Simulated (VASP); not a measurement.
Wanted: the native input for a VASP 6.6.1 run.

- Task: single point
- Functional: PBE
- Potentials or basis: VASP PAW PBE potentials, release 64 (Y_sv)
- Cutoff: 520 eV
- k mesh: 11 × 11 × 11
- Occupations: fermi-dirac, width 0.05 eV
- Spin: no spin polarisation
- Dipole correction: no
- Further INCAR settings: ALGO = Normal; EDIFF = 1e-07; NBANDS = 12

The structure of Y lies in POSCAR:

```
Y
1.0
    0.0000000000      2.5519910612      2.5519910612
    2.5519910612      0.0000000000      2.5519910612
    2.5519910612      2.5519910612      0.0000000000
Y
1
Direct
    0.0000000000      0.0000000000      0.0000000000
```

This isn't the form of Y at room conditions, which is hcp.

These files were run (other wordings do the same):

INCAR

```
ALGO = Normal
EDIFF = 1E-7
ENCUT = 520
GGA = PE
ISIF = 2
ISMEAR = -1
LASPH = True
LCHARG = False
LREAL = False
LWAVE = False
NBANDS = 12
NELM = 100
PREC = Accurate
SIGMA = 0.05
```

KPOINTS

```
k-points
0
Gamma
  11 11 11
```

Potentials or basis: VASP PAW PBE potentials, release 64 (Y_sv).

The run is started by

```console
$ cat potpaw_PBE.64/Y_sv/POTCAR > POTCAR
$ mpirun -np 1 vasp_std > vasp.out
```

Results of the run:

```json
{
  "Pressure": "-1.0 GPa",
  "Band gap on the k mesh": "none (metal or under the smearing width)"
}
```

Wall time 25 s on 1 thread of Intel(R) Xeon(R) Platinum 8259CL CPU @ 2.50GHz (Skylake/Cascade Lake), with other jobs on the host, peak memory 0.18 GiB.
